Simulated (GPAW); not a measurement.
PtS2:

```xyz
3
Lattice="3.5432 0.0000 0.0000 -1.7716 3.0685 0.0000 0.0000 0.0000 5.0388" Properties=species:S:1:pos:R:3 pbc="T T T"
Pt    0.0000    0.0000    0.0000
S     1.7716    1.0228    3.8950
S     0.0000    2.0457    1.1438
```

Base run:

```yaml
Program: GPAW 26.7.0
Functional: PBEsol
Potentials_or_basis: PAW data sets generated in the run's folder for this functional
Cutoff: 600 eV
Basis: pw
k_mesh: 7 × 7 × 4
Occupations: fermi-dirac, width 0.05 eV
Spin: no spin polarisation
```

Its results: band gap on the k mesh 0.74 eV, indirect (least direct gap 0.91 eV); pressure 6.4 GPa; largest force 0.968 eV/Å.

Task: The run is repeated on the same cell with these changes: functional from PBEsol to r2SCAN; potentials or basis from PAW data sets generated in the run's folder for this functional to GPAW PAW data sets (gpaw-data 1.2.1). What comes out?

Result: Band gap on the k mesh 0.98 eV, indirect (least direct gap 1.17 eV); pressure 9.2 GPa; largest force 1.223 eV/Å.

Caveats: spin-orbit coupling is left out, which moves the levels of the heavy elements; the PAW data sets were made with another functional, which shifts forces and pressure a little (some runs).

A k mesh can miss the band edges.

Not every run made on this cell is shown here.
